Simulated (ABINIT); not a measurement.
## W: band structure with LDA

Crystal: W.

```xyz
1
Lattice="-1.5823 1.5823 1.5823 1.5823 -1.5823 1.5823 1.5823 1.5823 -1.5823" Properties=species:S:1:pos:R:3 pbc="T T T"
W     0.0000    0.0000    0.0000
```

* Program: ABINIT 10.8.3 (patched build)
* Task: band structure
* Functional: LDA
* Potentials or basis: HGH LDA
* Cutoff: 435 eV
* k mesh: 12 × 12 × 12
* Occupations: fermi-dirac, width 0.05 eV
* Spin: spin-orbit coupling, no magnetisation

```yaml
Band_gap_on_the_k_mesh: none (metal or under the smearing width)
Valence_electrons_inside_the_program's_atomic_spheres: W 2.50 (radii [1.0584] Å)
```

Levels at the corners of the path, in eV from the Fermi level:
```tsv
point	band 4	band 5	band 6	band 7	band 8	band 9
Γ	-1.41	-1.41	-1.41	-0.90	-0.90	2.54
H	-5.56	5.09	5.09	5.09	5.09	5.83
N	-3.51	0.69	0.69	2.29	2.29	3.37
Γ	-1.41	-1.41	-1.41	-0.90	-0.90	2.54
P	-2.80	-2.80	-2.80	3.54	3.54	3.54
H	-5.56	5.09	5.09	5.09	5.09	5.83
```

Wall time 19 s on 1 thread of Arm Neoverse V2, with other jobs on the host, peak memory 0.11 GiB.

Caveat: HGH potentials are hard and often keep d shells in the core, so these values are rough.
